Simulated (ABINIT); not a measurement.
SnSe2:

```
Sn Se
1.0
     3.81100    0.00000    0.00000
    -1.90550    3.30042    0.00000
     0.00000    0.00000    6.13600
Sn Se
1 2
Direct
  0.00000 0.00000 0.00000
  0.66667 0.33333 0.75100
  0.33333 0.66667 0.24900
```

Base run:

```yaml
Program: ABINIT 10.8.3 (patched build)
Functional: BLYP
Potentials_or_basis: JTH PAW PBE v2.0 sp
Cutoff: 408 eV
k_mesh: 8 × 8 × 5
Occupations: fermi-dirac, width 0.05 eV
Spin: no spin polarisation
```

Its results: band gap on the k mesh 0.76 eV, indirect (least direct gap 1.00 eV); largest force 1.113 eV/Å.

After a change of settings the same cell gave: band gap on the k mesh 0.94 eV, indirect (least direct gap 1.32 eV); largest force 0.407 eV/Å. Which change was it?
A. functional from BLYP to OLYP
B. functional from BLYP to LDA-PZ; potentials or basis from JTH PAW PBE v2.0 sp to JTH PAW LDA v2.0 sp
C. functional from BLYP to LDA-PZ; potentials or basis from JTH PAW PBE v2.0 sp to JTH PAW LDA v2.0; valence electrons from 16 to 26
D. functional from BLYP to LDA; potentials or basis from JTH PAW PBE v2.0 sp to JTH PAW LDA v2.0 sp

A.

Caveats: the PAW data sets were made with another functional, which shifts forces and pressure a little; spin-orbit coupling is left out, which moves the levels of the heavy elements; this set keeps more shells in the core, which shifts pressures and gaps; an odd mesh through Γ misses points on the zone boundary, where band edges often lie.

Not every run made on this cell is shown here.
